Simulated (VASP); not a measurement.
Input of a VASP 6.6.1 run:

INCAR

```
PREC = Accurate ; ENCUT = 600
EDIFF = 1E-7 ; ISMEAR = -1
SIGMA = 0.05 ; LREAL = F
LASPH = T ; NELM = 60
ALGO = Normal ; ISIF = 3
LWAVE = F ; LCHARG = F
GGA = PS ; IVDW = 12
IBRION = 2 ; NSW = 40
EDIFFG = -0.005
```

File KPOINTS:

```
Automatic mesh
0
Gamma
  10 10 10
```

File POSCAR:

```
TiC
1.0
    3.0420900000      0.0000000000      0.0000000000
   -1.5210400000      2.6345200000      0.0000000000
    0.0000000000      0.0000000000      2.6979700000
Ti C
1 1
Direct
    0.0000000000      0.0000000000      0.5000000000
    0.3333300000      0.6666700000      0.0000000000
```

Potentials or basis: VASP PAW PBE potentials, release 64 (Ti_sv, C).

Launch:

```sh
$ cat potpaw_PBE.64/Ti_sv/POTCAR potpaw_PBE.64/C/POTCAR > POTCAR
$ mpirun -np 1 vasp_std > vasp.out
```

Task: Predict the band gap on the k mesh.

Result: None (metal or under the smearing width).

Task: What does it give for the relaxed volume?

Result: 10.23 Å³/atom.

Final structure:
```xyz
2
Lattice="2.9782 0.0000 0.0000 -1.4891 2.5792 0.0000 0.0000 0.0000 2.6636" Properties=species:S:1:pos:R:3 pbc="T T T"
Ti    2.9782    0.0000    1.3318
C     0.0000    1.7195    0.0000
```

Caveat: the PAW data sets were made with another functional, which shifts forces and pressure a little; pairwise dispersion overbinds metals, which lowers pressure and volume.
